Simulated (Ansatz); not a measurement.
PbS (Cmcm) from a database structure (r2SCAN+rVV10 geometry), in Ansatz:

```cif
data_structure
_symmetry_space_group_name_H-M 'P 1'
_symmetry_Int_Tables_number 1
_cell_length_a 6.2215
_cell_length_b 6.2215
_cell_length_c 4.2604
_cell_angle_alpha 90.000
_cell_angle_beta 90.000
_cell_angle_gamma 141.255
_cell_volume 103.21
loop_
_atom_site_label
_atom_site_type_symbol
_atom_site_fract_x
_atom_site_fract_y
_atom_site_fract_z
_atom_site_occupancy
Pb1 Pb 0.87228 0.12772 0.75000 1
Pb2 Pb 0.12772 0.87228 0.25000 1
S1 S 0.64368 0.35632 0.75000 1
S2 S 0.35632 0.64368 0.25000 1
```

G0W0@r2SCAN with 388 empty bands, a screening cutoff of 140 eV and a 4×4×4 mesh (PAW, contour deformation) gives 1.801 eV over the mesh points, from an r2SCAN gap of 1.519 eV; it sums over 408 bands with 377 plane waves in the screening and a wave cutoff of 500 eV. G0W0 here is at a finite number of bands, screening cutoff and k mesh, not at the basis limit. The values are computed, spin-unpolarised, and not measurements.

(1) Estimate the gap with empty bands 167, screening cutoff 80 eV.

(2) Estimate the gap with starting point HSE06.

## Answers

(1) 1.711 eV (-0.090 eV), from a Kohn-Sham gap of 1.519 eV.

(2) 1.892 eV (+0.091 eV), from a Kohn-Sham gap of 1.799 eV.

Spin-orbit coupling is left out; in compounds of Pb, Bi, Tl or Hg it can lower a gap by up to about 1 eV, split its edges or invert the bands.
